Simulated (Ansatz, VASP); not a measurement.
# Two plane-wave programs on CoSi

File INCAR:

```
SYSTEM = CoSi
PREC = Accurate
ENCUT = 520
EDIFF = 1E-7
ISMEAR = -1
SIGMA = 0.03
LREAL = .FALSE.
LASPH = .TRUE.
NELM = 150
ALGO = Normal
ISIF = 2
LWAVE = .FALSE.
LCHARG = .TRUE.
ISPIN = 2
MAGMOM = 2 0
LORBIT = 11
LMAXMIX = 4
GGA = PE
LELF = .TRUE.
LVHAR = .TRUE.
NBANDS = 18
```

Contents of KPOINTS:

```
Automatic mesh
0
G
  12 12 12
  0 0 0
```

File POSCAR:

```
CoSi
1.0
    2.7813340000      0.0000000000      0.0000000000
    0.0000000000      2.7813340000      0.0000000000
    0.0000000000      0.0000000000      2.7813340000
Co Si
1 1
Direct
    0.0000000000      0.0000000000      0.0000000000
    0.5000000000      0.5000000000      0.5000000000
```

Input for Ansatz:

```yaml
crystal:
  lattice:
    - [2.781334, 0.0, 0.0]
    - [0.0, 2.781334, 0.0]
    - [0.0, 0.0, 2.781334]
  atoms:
    - { symbol: Co, position: [0.0, 0.0, 0.0], spin: 2.0 }
    - { symbol: Si, position: [0.5, 0.5, 0.5] }
magnetization:
  spin_polarized: true
kpoints:
  mp_grid: { grid: [12, 12, 12] }
scf:
  occupations: { method: fermi_dirac, width: 0.03 }
  lower_state_search: "off"
hamiltonian:
  xc: pbe
  pseudopotentials: { kind: paw }
output:
  forces: true
  stress: true
  eigenvalues: true
```

Alike in both runs: task single point; functional PBE; k mesh 12 × 12 × 12; occupations fermi-dirac, width 0.03 eV; collinear spin.

|  | VASP | Ansatz |
| --- | --- | --- |
| version | VASP 6.6.1 | Ansatz 0.2.0 |
| potentials or method | VASP PAW PBE potentials, release 64 (Co, Si) | PAW with Ansatz's default frozen-core files, scalar-relativistic |
| plane-wave cutoff (eV) | 520 | 420 |
| valence electrons in the cell | 13 | 21 |

Ansatz gave:

- pressure (GPa): 0.9
- net moment per atom (μB): 0.31
- size of the moment on the site where the two differ most (μB): 0.62

Problem. What did VASP give for the same quantities?

Solution. Pressure (GPa): 0.6; net moment per atom (μB): 0.30; size of the moment on the site where the two differ most (μB): 0.59.

Site moments also hang on the region over which each program counts them. With one functional, cell and mesh, what is left measures potentials, basis and numerics. The two sets of potentials don't hold the same shells in valence.
